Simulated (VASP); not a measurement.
A run of VASP 6.6.1 is set up as follows.

Contents of INCAR:

```
SYSTEM = Ta2N3
ALGO = Normal
EDIFF = 1E-7
EDIFFG = -0.005
ENCUT = 600
GGA = PE
IBRION = 2
ISIF = 3
ISMEAR = 0
KPAR = 8
LASPH = .TRUE.
LCHARG = .FALSE.
LREAL = Auto
LWAVE = .FALSE.
NELM = 80
NSW = 90
PREC = Accurate
SIGMA = 0.03
```

File KPOINTS:

```
k-points
0
G
  4 4 4
  0 0 0
```

File POSCAR:

```
Ta2N3                                   
1.0
   -4.9054821594      4.9054821594      4.9054821594
    4.9054821594     -4.9054821594      4.9054821594
    4.9054821594      4.9054821594     -4.9054821594
  Ta              N             
    16    24
Direct
     0.2500000000000000    0.2114803710639493    0.9614803710639493
     0.7500000000000000    0.2885196289360507    0.5385196289360507
     0.9614803710639493    0.2500000000000000    0.2114803710639493
     0.5385196289360507    0.7500000000000000    0.2885196289360507
     0.2114803710639493    0.9614803710639493    0.2500000000000000
     0.2885196289360507    0.5385196289360507    0.7500000000000000
     0.7500000000000000    0.7885196289360507    0.0385196289360507
     0.2500000000000000    0.7114803710639493    0.4614803710639493
     0.0385196289360506    0.7500000000000000    0.7885196289360507
     0.4614803710639493    0.2500000000000000    0.7114803710639493
     0.7885196289360507    0.0385196289360507    0.7500000000000000
     0.7114803710639493    0.4614803710639493    0.2500000000000000
     0.5000000000000000    0.5000000000000000    0.5000000000000000
     0.5000000000000000    0.0000000000000000    0.0000000000000000
     0.0000000000000000    0.5000000000000000    0.0000000000000000
     0.0000000000000000    0.0000000000000000    0.5000000000000000
     0.5337111326065265    0.7762454602267108    0.5509315265670969
     0.7253139336596143    0.9827796060394298    0.9490684734329031
     0.9662888673934735    0.5172203939605702    0.2425343276201845
     0.7746860663403857    0.7237545397732892    0.2574656723798155
     0.5509315265670969    0.5337111326065265    0.7762454602267108
     0.9490684734329031    0.7253139336596143    0.9827796060394298
     0.2425343276201845    0.9662888673934735    0.5172203939605702
     0.2574656723798155    0.7746860663403857    0.7237545397732892
     0.7762454602267108    0.5509315265670969    0.5337111326065265
     0.9827796060394297    0.9490684734329031    0.7253139336596143
     0.5172203939605703    0.2425343276201845    0.9662888673934735
     0.7237545397732892    0.2574656723798155    0.7746860663403857
     0.4662888673934736    0.2237545397732892    0.4490684734329032
     0.2746860663403860    0.0172203939605705    0.0509315265670969
     0.0337111326065264    0.4827796060394296    0.7574656723798157
     0.2253139336596140    0.2762454602267109    0.7425343276201843
     0.4490684734329032    0.4662888673934736    0.2237545397732892
     0.0509315265670969    0.2746860663403860    0.0172203939605705
     0.7574656723798157    0.0337111326065264    0.4827796060394296
     0.7425343276201843    0.2253139336596140    0.2762454602267109
     0.2237545397732892    0.4490684734329032    0.4662888673934736
     0.0172203939605705    0.0509315265670969    0.2746860663403860
     0.4827796060394295    0.7574656723798157    0.0337111326065264
     0.2762454602267109    0.7425343276201843    0.2253139336596140
```

Potentials or basis: VASP PAW PBE potentials, release 64 (Ta_pv, N).

Command:

```console
$ cat potpaw_PBE.64/Ta_pv/POTCAR potpaw_PBE.64/N/POTCAR > POTCAR
$ mpirun -np 8 vasp_std > vasp.out
```

Question: Predict the space group after relaxing (to 0.05 Å).

Answer: Ia-3 (No. 206).

Question: Predict the relaxed cell.

Answer: a = 8.497 Å, b = 8.497 Å, c = 8.497 Å, α = 109.47°, β = 109.47°, γ = 109.47°.

Question: What does it give for the relaxed volume?

Answer: 11.81 Å³/atom.

Forces in eV/Å, atoms in the order of the input:
```
Ta  -0.003  0.000  0.000
Ta   0.003  0.000  0.000
Ta   0.000 -0.003  0.000
Ta   0.000  0.003  0.000
Ta   0.000  0.000 -0.003
Ta   0.000  0.000  0.003
Ta   0.003  0.000  0.000
Ta  -0.003  0.000  0.000
Ta   0.000  0.003  0.000
Ta   0.000 -0.003  0.000
Ta   0.000  0.000  0.003
Ta   0.000  0.000 -0.003
Ta   0.000  0.000  0.000
Ta   0.000  0.000  0.000
Ta   0.000  0.000  0.000
Ta   0.000  0.000  0.000
N   -0.002  0.001  0.003
N    0.002 -0.001  0.003
N   -0.002 -0.001 -0.003
N    0.002  0.001 -0.003
N    0.003 -0.002  0.001
N    0.003  0.002 -0.001
N   -0.003 -0.002 -0.001
N   -0.003  0.002  0.001
N    0.001  0.003 -0.002
N   -0.001  0.003  0.002
N   -0.001 -0.003 -0.002
N    0.001 -0.003  0.002
N    0.002 -0.001 -0.003
N   -0.002  0.001 -0.003
N    0.002  0.001  0.003
N   -0.002 -0.001  0.003
N   -0.003  0.002 -0.001
N   -0.003 -0.002  0.001
N    0.003  0.002  0.001
N    0.003 -0.002 -0.001
N   -0.001 -0.003  0.002
N    0.001 -0.003 -0.002
N    0.001  0.003  0.002
N   -0.001  0.003 -0.002
```

The run has no spin-orbit coupling, so splittings on Ta are missing.
